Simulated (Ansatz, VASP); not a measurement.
One calculation of BaZrO3, two programs

File INCAR:

```
PREC     = Accurate       # precision mode
ENCUT    = 520            # plane-wave cutoff, eV
EDIFF    = 1E-7           # SCF threshold, eV
ISMEAR   = 0              # smearing method
SIGMA    = 0.02           # smearing width, eV
LREAL    = False          # projectors in reciprocal space
LASPH    = True           # aspherical terms in the spheres
NELM     = 60             # most SCF steps
ALGO     = Normal         # electronic algorithm
ISIF     = 2              # what is computed and relaxed
LWAVE    = False          # write WAVECAR
LCHARG   = False          # write CHGCAR
GGA      = PE             # functional
NBANDS   = 28             # bands
```

KPOINTS

```
regular mesh
0
Gamma
  6 6 6
```

The input POSCAR:

```
BaZrO3
1.0
    4.2690184697      0.0000000000      0.0000000000
    0.0000000000      4.2690184697      0.0000000000
    0.0000000000      0.0000000000      4.2690184697
Ba Zr O
1 1 3
Direct
    0.0000000000      0.0000000000      0.0000000000
    0.5000000000      0.5000000000      0.5000000000
    0.0000000000      0.5000000000      0.5000000000
    0.5000000000      0.0000000000      0.5000000000
    0.5000000000      0.5000000000      0.0000000000
```

Input for Ansatz:

```yaml
crystal:
  lattice:
    - [4.2690184697, 0.0, 0.0]
    - [0.0, 4.2690184697, 0.0]
    - [0.0, 0.0, 4.2690184697]
  atoms:
    - { symbol: Ba, position: [0.0, 0.0, 0.0] }
    - { symbol: Zr, position: [0.5, 0.5, 0.5] }
    - { symbol: O, position: [0.0, 0.5, 0.5] }
    - { symbol: O, position: [0.5, 0.0, 0.5] }
    - { symbol: O, position: [0.5, 0.5, 0.0] }
basis:
  ecutwfc: 420
kpoints:
  mp_grid: { grid: [6, 6, 6] }
hamiltonian:
  xc: pbe
scf:
  occupations: { method: gaussian, width: 0.02 }
output:
  forces: true
  stress: true
  eigenvalues: true
```

Alike in both runs: task single point; functional PBE; k mesh 6 × 6 × 6; occupations gaussian, width 0.02 eV; no spin polarisation.

|  | VASP | Ansatz |
| --- | --- | --- |
| version | VASP 6.6.1 | Ansatz 0.2.0 |
| potentials or method | VASP PAW PBE potentials, release 64 (Ba_sv, Zr_sv, O) | scalar-relativistic, plane waves, PAW |
| plane-wave cutoff (eV) | 520 | 420 |
| valence electrons in the cell | 40 | 40 |

VASP gave:

| Quantity | Value |
| --- | --- |
| gap on the k mesh at the Fermi level (eV) | 3.06 |
| least direct gap on the mesh (eV) | 3.34 |
| pressure (GPa) | -3.3 |

**Question.** Estimate Ansatz's values.

**Answer.** gap on the k mesh at the Fermi level (eV): 3.11; least direct gap on the mesh (eV): 3.36; pressure (GPa): -4.1.

Caveats: spin-orbit coupling is left out, which moves the levels of the heavy elements. A k mesh can miss the band edges. Expect the measured gap to be larger: semilocal functionals such as PBE lack the derivative discontinuity.
